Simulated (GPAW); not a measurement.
Crystal: C.

```
C
1.0
     2.52207    0.00000    0.00000
     1.26103    2.18417    0.00000
     1.26103    0.72806    2.05926
C
2
Direct
  0.75000 0.75000 0.75000
  0.50000 0.50000 0.50000
```

This isn't the form of C at room conditions, which is graphite.

Base run:

- Program: GPAW 26.7.0
- Functional: LDA
- Potentials or basis: PAW data sets generated in the run's folder for this functional
- Cutoff: 800 eV
- Basis: pw
- k mesh: 10 × 10 × 10
- Occupations: fermi-dirac, width 0.05 eV
- Spin: no spin polarisation

Its results: band gap on the k mesh 4.13 eV, indirect (least direct gap 5.55 eV); pressure -13.5 GPa.

**Question.** The run is repeated on the same cell with these changes: functional from LDA to OLYP. What comes out?

**Answer.** Band gap on the k mesh 4.16 eV, indirect (least direct gap 5.60 eV); pressure -1.9 GPa.

OLYP binds less tightly than LDA, so the same cell stands under more pressure.

A k mesh can miss the band edges.

Not every run made on this cell is shown here.
